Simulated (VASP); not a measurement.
## VASP inputs for GaAs (strained measured structure)

INCAR

```
LASPH = .TRUE.
NSW = 0
PREC = Accurate
IBRION = -1
NELM = 120
GGA = PE
ENCUT = 520
LWAVE = .FALSE.
ISIF = 2
LREAL = .FALSE.
SIGMA = 0.02
LCHARG = .FALSE.
ISMEAR = -1
EDIFF = 1E-7
NBANDS = 16
```

KPOINTS

```
KPOINTS created by Atomic Simulation Environment
0
Gamma
8 8 8
0 0 0
```

KPOINTS_OPT

```
special points
6
Reciprocal
0.0000000000 0.0000000000 0.0000000000 1
-0.5000000000 -0.5000000000 0.0000000000 1
-0.3750000000 -0.3750000000 0.2500000000 1
-0.3750000000 0.0000000000 0.3750000000 1
0.0000000000 0.0000000000 0.5000000000 1
-0.5000000000 -0.2500000000 0.2500000000 1
```

POSCAR

```
Ga As
 1.0000000000000000
     0.0000000000000000    2.8330831925000002    2.9073099721000002
     2.8330831925000002    0.0000000000000000    2.9073099721000002
     2.8330831925000002    2.8330831925000002    0.0000000000000000
 Ga  As
   1   1
Cartesian
  0.0000000000000000  0.0000000000000000  0.0000000000000000
  1.4165415962500001  1.4165415962500001  1.4536549860500001
```

VASP ran with the recommended PBE PAW datasets (18 valence electrons in the cell).

What does this run give?

gap between bands v and c 0.22 eV; least direct gap 0.22 eV; pressure 1.1 GPa.

Band v is the last that the valence electrons fill when counted band by band, and c is the next. Levels in eV from the top of v:

```tsv
point	v−1	v	c	c+1
Γ	0.00	0.00	0.22	3.65
X	-2.50	-2.50	1.58	1.78
K	-3.74	-2.27	1.86	4.42
L	-1.25	-1.04	0.85	4.50
W	-3.43	-3.24	4.50	4.71
```
